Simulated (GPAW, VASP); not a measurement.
Given: the input of a run of VASP 6.6.1 on Li (Lithium). 

The input INCAR:

```
  PREC = Accurate
  ENCUT = 550
  EDIFF = 1E-7
  ISMEAR = 0
  SIGMA = 0.02
  LREAL = F
  LASPH = T
  NELM = 60
  ALGO = Normal
  ISIF = 2
  LWAVE = F
  LCHARG = F
  GGA = CA
  NBANDS = 6
```

Contents of KPOINTS:

```
Automatic mesh
0
Gamma
  11 11 11
```

POSCAR

```
Li
3.0391
   -0.577358428482      0.577358428482      0.577358428482
    0.577358428482     -0.577358428482      0.577358428482
    0.577358428482      0.577358428482     -0.577358428482
Li
1
Direct
    0.0000000000      0.0000000000      0.0000000000
```

Potentials or basis: VASP PAW LDA potentials, release 64 (Li_GW).

The run is started by

```bash
$ cat potpaw_LDA.64/Li_GW/POTCAR > POTCAR
$ mpirun -np 1 vasp_std > vasp.out
```

Set up the same calculation for GPAW 26.7.0 (ASE script). Potentials or basis there: the program's PAW data sets (release 1.2.1) made for this functional, cutoff 800 eV.

As run (cutoffs and basis follow the program's own potentials, and thresholds, step limits or extra output files can differ):

Contents of run.py:

```python
from ase import Atoms
from ase.dft.bandgap import bandgap
from ase.io import write
from ase.units import GPa
from gpaw import GPAW, PW

atoms = Atoms(['Li'],
              cell=[[-1.75465, 1.75465, 1.75465],
                    [1.75465, -1.75465, 1.75465],
                    [1.75465, 1.75465, -1.75465]],
              scaled_positions=[[0.0, 0.0, 0.0]],
              pbc=True)

calc = GPAW(mode=PW(800),
            xc='LDA',
            kpts={'size': (11, 11, 11), 'gamma': True},
            occupations={'name': 'methfessel-paxton', 'order': 0, 'width': 0.02},
            nbands=6,
            convergence={'density': 1e-05, 'energy': 1e-05},
            maxiter=150,
            txt='gpaw.txt')
atoms.calc = calc
energy = atoms.get_potential_energy()
forces = atoms.get_forces()
stress = atoms.get_stress()
calc.write('gs.gpw')
write('result.traj', atoms)
print(f'Energy: {energy:.6f} eV')
print('Forces (eV/A):')
print(forces.round(4))
print('Stress (GPa):', (stress / GPa).round(3))
print('Fermi level:', round(calc.get_fermi_level(), 4), 'eV')
print(f'Gap: {bandgap(calc)[0]:.4f} eV, direct: {bandgap(calc, direct=True)[0]:.4f} eV')
```

Potentials or basis: the program's PAW data sets (release 1.2.1) made for this functional, pw.

Launch:

```bash
$ OMP_NUM_THREADS=1 python run.py
```

Both were run:

|  | VASP | GPAW |
| --- | --- | --- |
| Pressure | -1.6 GPa | -1.5 GPa |

The two programs' LDA may be different fits to the electron gas.

Pressure is positive in compression.
